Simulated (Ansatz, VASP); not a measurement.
TaN: VASP beside Ansatz

File INCAR:

```
PREC = Accurate
ENCUT = 600
EDIFF = 1E-6
ISMEAR = -1
SIGMA = 0.05
LREAL = False
LASPH = True
NELM = 150
ALGO = Normal
ISIF = 3
LWAVE = False
LCHARG = False
LMAXMIX = 4
LDAU = True
LDAUTYPE = 2
LDAUL = 2 -1
LDAUU = 6 0
LDAUJ = 0 0
LDAUPRINT = 1
GGA = PE
IBRION = 2
NSW = 60
EDIFFG = -0.01
```

File KPOINTS:

```
regular mesh
0
Gamma
  10 10 9
```

File POSCAR:

```
TaN
1.0
    2.9380011100      0.0000000000      0.0000000000
   -1.4690005500      2.5443836000      0.0000000000
    0.0000000000      0.0000000000      2.8830022100
Ta N
1 1
Direct
    0.3333333333      0.6666666667      0.5000000000
    0.0000000000      0.0000000000      0.0000000000
```

Contents of input.yaml:

```yaml
crystal:
  lattice:
    - [2.93800111, 0.0, 0.0]
    - [-1.46900055, 2.5443836, 0.0]
    - [0.0, 0.0, 2.88300221]
  atoms:
    - { symbol: Ta, position: [0.3333333333, 0.6666666667, 0.5] }
    - { symbol: "N", position: [0.0, 0.0, 0.0] }
hamiltonian:
  xc: pbe
  pseudopotentials: { kind: paw }
  hubbard: { sites: [{ species: Ta, l: d, u_eff: 6.0 }] }
kpoints:
  mp_grid: { grid: [10, 10, 9] }
scf:
  occupations: { method: fermi_dirac, width: 0.05 }
output:
  forces: true
  stress: true
  eigenvalues: true
relax:
  f_tol: 0.01
  max_steps: 40
  cell: { stress_tol: 0.05 }
```

Alike in both runs: task relaxation of cell and atoms; functional PBE; k mesh 10 × 10 × 9; occupations fermi-dirac, width 0.05 eV; no spin polarisation; Hubbard terms Ta d U = 6.0 eV.

```csv
,VASP,Ansatz
version,VASP 6.6.1,Ansatz 0.2.0
potentials or method,"VASP PAW PBE potentials, release 64 (Ta_pv, N)",Ansatz PAW
plane-wave cutoff (eV),600,420
valence electrons in the cell,16,18
```

Ansatz gave:

| Quantity | Value |
| --- | --- |
| gap on the k mesh at the Fermi level, each at its own relaxed structure (eV) | none |
| relaxed volume (Å³/atom) | 11.13 |
| relaxed cell length with the largest relative difference (Å) | 2.902 |
| energy change over the relaxation (meV/atom) | -12 |

What did VASP give for the same quantities?

gap on the k mesh at the Fermi level, each at its own relaxed structure (eV): none; relaxed volume (Å³/atom): 11.57; relaxed cell length with the largest relative difference (Å): 2.955; energy change over the relaxation (meV/atom): -59.

The programs project onto different local orbitals, so the same U acts differently. A gap of «none» marks a metal or a gap that the smearing closes. The two sets of potentials don't hold the same shells in valence.

Caveats: U without spin polarisation on a metal has little footing; the plane-wave basis is chosen anew once the cell has moved, so the energies of steps on either side of that aren't comparable (Ansatz); the pressure holds a Pulay correction of +0.4 GPa for the finite cutoff (Ansatz). PBE usually gives volumes a little too large and moduli too small. Spin-orbit coupling is left out, which matters for the levels of Ta.
